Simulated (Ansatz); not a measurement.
Space group Fm-3m (No. 225). a = 3.992 Å, b = 3.992 Å, c = 3.992 Å, α = 90.00°, β = 90.00°, γ = 90.00°
```csv
atom,site,symmetry,x,y,z
Al,4a,m-3m,0.0000,0.0000,0.0000
```

Equation of state of this Al structure (not necessarily the ground state), with shape and atoms relaxed at each volume where symmetry leaves them free. It has no gap at any of these volumes. The calculation used DFT r2SCAN, scalar-relativistic, plane waves, PAW (Ansatz 0.2.0).

Cutoff 500 eV; k points 18×18×18 on the computed 1-atom cell (Γ-centred); Gaussian smearing, width 0.10 eV; no spin polarisation.

```csv
V (Å³/atom),E − E(largest V) (meV/atom),P (GPa)
13.996,44.52,15.71
14.473,5.41,10.76
14.950,-20.07,6.56
15.427,-34.03,3.01
15.904,-38.26,0.00
16.381,-34.29,-2.54
16.859,-23.37,-4.68
17.495,0.00,-6.99
```

Task: Fit a third-order Birch–Murnaghan equation to E(V).

Result: V0 = 15.90 Å³/atom, B0 = 92 GPa, B0' = 4.6.